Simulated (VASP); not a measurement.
## GaAs in VASP 6.6.1, single-point calculation

INCAR

```
LASPH = .TRUE.
LCHARG = .FALSE.
IBRION = -1
EDIFF = 0.001
GGA = PE
LREAL = .FALSE.
ISIF = 2
ISYM = 1
SIGMA = 0.02
ISMEAR = -1
ENCUT = 520
NSW = 0
LWAVE = .FALSE.
PREC = Accurate
NBANDS = 16
NELM = 120
```

KPOINTS

```
KPOINTS created by Atomic Simulation Environment
0
Gamma
8 8 8
0 0 0
```

POSCAR

```
Ga As
 1.0000000000000000
     0.0000000000000000    2.8330850957000000    2.8330850957000000
     2.7622579683000001    0.0000000000000000    2.8330850957000000
     2.7622579683000001    2.8330850957000000    0.0000000000000000
 Ga  As
   1   1
Cartesian
  0.0000000000000000  0.0000000000000000  0.0000000000000000
  1.3811289841500001  1.4165425478500000  1.4165425478500000
```

The recommended PBE PAW datasets give the neutral cell 18 valence electrons.

Command

```
mpirun -np 1 vasp_std
```

OSZICAR

```
N       E                     dE             d eps       ncg     rms          rms(c)
DAV:   1     0.829632421782E+02    0.82963E+02   -0.90004E+03  1936   0.158E+03
DAV:   2    -0.195288226342E+01   -0.84916E+02   -0.81442E+02  2152   0.313E+02
DAV:   3    -0.829327456666E+01   -0.63404E+01   -0.63199E+01  2288   0.656E+01
DAV:   4    -0.838513340414E+01   -0.91859E-01   -0.91848E-01  2400   0.880E+00
DAV:   5    -0.838639417396E+01   -0.12608E-02   -0.12607E-02  2320   0.915E-01    0.296E+00
DAV:   6    -0.824156110604E+01    0.14483E+00   -0.21231E-01  2872   0.810E+00    0.179E+00
DAV:   7    -0.822048787962E+01    0.21073E-01   -0.66676E-02  2368   0.189E+00    0.564E-01
DAV:   8    -0.822128891554E+01   -0.80104E-03   -0.10459E-02  2288   0.116E+00    0.117E-01
DAV:   9    -0.822167713733E+01   -0.38822E-03   -0.87620E-04  1728   0.355E-01
   1 F= -.82216771E+01 E0= -.82216771E+01  d E =-.195635E-08
```

Standard output (part)

```
POSCAR found type information on POSCAR GaAs
 POSCAR found :  2 types and       2 ions
 LDA part: xc-table for (Slater+PW92), standard interpolation
 POSCAR, INCAR and KPOINTS ok, starting setup
 WAVECAR not read
 entering main loop
```

From OUTCAR

```
k-points           NKPTS =     59   k-points in BZ     NKDIM =     59   number of bands    NBANDS=     16

   NELECT =      18.0000    total number of electrons

   dimension x,y,z NGX =    30 NGY =   30 NGZ =   30
   dimension x,y,z NGXF=    60 NGYF=   60 NGZF=   60

  energy-cutoff  :      520.00
  volume of cell :       44.34
      direct lattice vectors                 reciprocal lattice vectors
     0.000000000  2.833085096  2.833085096    -0.181011334  0.176486051  0.176486051
     2.762257968  0.000000000  2.833085096     0.181011334 -0.176486051  0.176486051
     2.762257968  2.833085096  0.000000000     0.181011334  0.176486051 -0.176486051

 k-points in reciprocal lattice and weights: KPOINTS created by Atomic Simulation Env
   0.00000000  0.00000000  0.00000000       0.002
   0.12500000  0.00000000  0.00000000       0.016
   0.25000000  0.00000000  0.00000000       0.016
   0.37500000  0.00000000  0.00000000       0.016
   0.50000000  0.00000000  0.00000000       0.008
   0.12500000  0.12500000  0.00000000       0.008
   0.25000000  0.12500000  0.00000000       0.031
   0.37500000  0.12500000  0.00000000       0.031
   ...

 E-fermi :   4.4837

 k-point     1 :       0.0000    0.0000    0.0000
  band No.  band energies     occupation
      1     -10.7347      2.00000
      2     -10.7347      2.00000
      3     -10.7282      2.00000
      4     -10.6512      2.00000
      5     -10.6469      2.00000
      6      -8.7522      2.00000
      7       4.0620      2.00000
      8       4.0620      2.00000
      9       4.2034      2.00000
     10       4.7633      0.00000
     11       7.8009      0.00000
     12       7.8689      0.00000
     13       7.8689      0.00000
     14      11.7347      0.00000
     15      14.0348      0.00000
     16      14.5041      0.00000

 k-point     2 :       0.1250    0.0000    0.0000
  band No.  band energies     occupation
      1     -10.7477      2.00000
      2     -10.7309      2.00000
      3     -10.7263      2.00000
      4     -10.6515      2.00000
      5     -10.6469      2.00000
      6      -8.5643      2.00000
      7       2.1524      2.00000
      8       3.8081      2.00000
      9       3.9247      2.00000
     10       5.7895      0.00000
     11       8.1486      0.00000
     12       8.2179      0.00000
     13       8.3731      0.00000
     14      12.6794      0.00000
     15      13.2331      0.00000
     16      13.5541      0.00000

 k-point     3 :       0.2500    0.0000    0.0000
  band No.  band energies     occupation
      1     -10.7794      2.00000
      2     -10.7226      2.00000
      3     -10.7185      2.00000
      4     -10.6514      2.00000
      5     -10.6459      2.00000
      6      -8.0395      2.00000
      7      -0.0675      2.00000
      8       3.3341      2.00000
      9       3.4919      2.00000
     10       5.6130      0.00000
     11       8.6956      0.00000
     12       8.7456      0.00000
     13      10.1570      0.00000
     14      12.9955      0.00000
     15      13.1083      0.00000
     16      13.3305      0.00000

 ...

  Total        1.4458307      1.0571669      1.0571669      0.0000000      0.0000000      0.0000000
  in kB       52.2413687     38.1980055     38.1980055      0.0000000      0.0000000      0.0000000
  external PRESSURE =      42.8791266 kB  Pullay stress =       0.0000000 kB

 POSITION                                       TOTAL-FORCE (eV/Angst)
 -----------------------------------------------------------------------------------
      0.00000      0.00000      0.00000        -0.000000     -0.000000     -0.000000
      1.38113      1.41654      1.41654         0.000000      0.000000      0.000000
 -----------------------------------------------------------------------------------
    total drift:                                0.000001      0.000003      0.000003

  FREE ENERGIE OF THE ION-ELECTRON SYSTEM (eV)
  ---------------------------------------------------
  free  energy   TOTEN  =        -8.2216771373 eV

  energy  without entropy=       -8.2216771354  energy(sigma->0) =       -8.22167714
```

It converged. Results: gap between bands v and c on the k mesh 0.56 eV; least direct gap on the k mesh 0.56 eV; pressure 4.3 GPa. Band v is the last that the valence electrons fill when counted band by band, and c is the next.

These settings aren't sound, so the numbers aren't properties of the crystal.

On sound settings PBE gives a gap of 0.56 eV on its mesh and a pressure of 4.9 GPa for the intended cell.

The run took about 23 s on one core of a shared host (Intel Xeon Platinum 8488C) and held 0.19 GiB at most.
